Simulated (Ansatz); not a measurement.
MgS: a prediction, then the measurements

The calculation used DFT PBE, scalar-relativistic, plane waves, PAW (Ansatz 0.2.0).

Plane waves to 420 eV, a k mesh through Γ of 8×8×8 on the computed 2-atom cell and Gaussian smearing (0.02 eV); no spin polarisation.

Relaxed structure:

```
Mg S
1.0
     0.00000    2.61486    2.61486
     2.61486    0.00000    2.61486
     2.61486    2.61486    0.00000
Mg S
1 1
Direct
  0.00000 0.00000 0.00000
  0.50000 0.50000 0.50000
```

| Property | Result |
| --- | --- |
| Space group | Fm-3m (No. 225) |
| Volume per atom | 17.88 Å³ |
| Formation energy from the elements' standard states (uncorrected) | -1.444 eV/atom |
| Kohn–Sham band gap | 2.76 eV, indirect from Γ to X |
| Orbital (Löwdin) character of the top 1 eV of the valence band | S 3p 97 % |
| Orbital (Löwdin) character of the lowest 1 eV of the conduction band | Mg 3s 74 %, unprojected 15 % |
| Electron masses at the edge by direction of the standard setting (m_e; one valley, along these axes only; no spin-orbit coupling) | x: 0.52; y: 0.29; z: 0.29 |
| Hole masses at the edge by direction of the standard setting (m_e; one valley, along these axes only; no spin-orbit coupling) | x: 0.97, 0.97, 0.25; y: 0.97, 0.97, 0.25; z: 0.97, 0.97, 0.25 |
| Bulk modulus | 74 GPa |
| Its pressure derivative | 4.1 |
| Bader charge by site (e) | Mg (1 in the cell) 1.67, S (1 in the cell) -1.67 |

**Against measurements.**

A measured lattice constant a of MgS is 5.2023 Å (294.15 K; a printed reference work (data compilation)); the calculated 5.230 Å exceeds it by 0.5 %. The calculation is for 0 K without zero-point motion.

It was relaxed from a cell as deposited in COD. Kohn–Sham gaps at this level usually fall short of measured ones. Löwdin shares on free-atom orbitals overweight diffuse shells in the empty bands.
